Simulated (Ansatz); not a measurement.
Input file of a DFT run on CaF2 with Ansatz:

```yaml
crystal:
  lattice:
    - [0.0, 2.7554933682, 2.7554933682]
    - [2.7554933682, 0.0, 2.7554933682]
    - [2.7554933682, 2.7554933682, 0.0]
  atoms:
    - { symbol: Ca, position: [0.0, 0.0, 0.0] }
    - { symbol: F, position: [0.25, 0.25, 0.25] }
    - { symbol: F, position: [0.75, 0.75, 0.75] }
basis:
  ecutwfc: 420
  ecutrho_ratio: 4
kpoints:
  mp_grid: { grid: [8, 8, 8] }
hamiltonian:
  xc: pbe
scf:
  occupations: { method: gaussian, width: 0.05 }
output:
  forces: true
  stress: true
  eigenvalues: true
```

Launched as:
```sh
ansatz run input.yaml --threads 8 --pin off --max-ram 12288MiB --backend cpu --events-out ev --progress --plain --runs-dir out
```

The start was a prototype's sites filled with these elements; the Crystallography Open Database holds the compound in this structure.

Output, machine lines left out:

```
Pseudopotentials: kind: paw
Pseudopotential: Ca, paw, valence charge 10, recommended cutoff 420 eV (normal), Ca.paw.azcp
Pseudopotential: F, paw, valence charge 7, recommended cutoff 420 eV (normal), F.paw.azcp
Crystal: 3 atoms, lattice volume = 41.844 Å³
Basis set: ecut = 420 eV, 869 PW (Γ), exchange–correlation on 54×54×54 points (8 copies of the dense FFT grid, shifted against one another)
Bands: 16, of which v1, the nominal top of the filled ones, is band 12 counted from 1 (11 counted from 0)
Symmetry: 48 space group operations
Space group: Fm-3m (ITA 225), of the structure as read, at distance tolerance 3.5e-5 Å
k-points: 29 of 512
Initial density: superposition of atomic densities (neutral atoms: chi_scale 0, normalization atom), corrected by the library's trained network
Initial wavefunctions: pseudopotential atomic-orbital guess
Functional: x = pbe(κ = 0.804, μ = 0.21951), c = pbe(β = 0.06672)
```

SCF trace (energy estimate counted from the last row):
```tsv
iteration	ΔE (eV)	density residual (eV)
1	-5.0e-06	1.38e-4
2	-3.4e-04	3.53e-4
3	-2.8e-04	6.05e-5
4	3.0e-06	1.05e-6
5	0.000	4.90e-8
6	0.000	2.80e-9
```

```
SCF 1 converged in 6 iterations: F = -3439.810788 eV  dr2 = 2.80e-9
SCF converged after 6 iterations
Free energy (F): -3439.810788 eV
E sigma→0 (E₀):  -3439.810788 eV
Fermi energy:    6.643682 eV
--- Forces (eV/Å), atoms counted from 1 ---
  atom   1  Ca     0.00000000     0.00000000     0.00000000
  atom   2  F      0.00000000     0.00000000     0.00000000
  atom   3  F      0.00000000     0.00000000     0.00000000
--- Stress (GPa, compression-positive) ---
       -0.000203       0.000000       0.000000
        0.000000      -0.000203       0.000000
        0.000000       0.000000      -0.000203
  P = ⅓ Tr σ = -0.0002 GPa (-0.002 kbar)
```

In short (PBE): pressure 0.0 GPa, gap on the mesh 7.14 eV.

It took of the order of 2.9 core-seconds on a shared host.

Total energies depend on the potentials used, so only differences within one code and one set of settings carry meaning.

Semilocal functionals underestimate band gaps, commonly by a third or more.
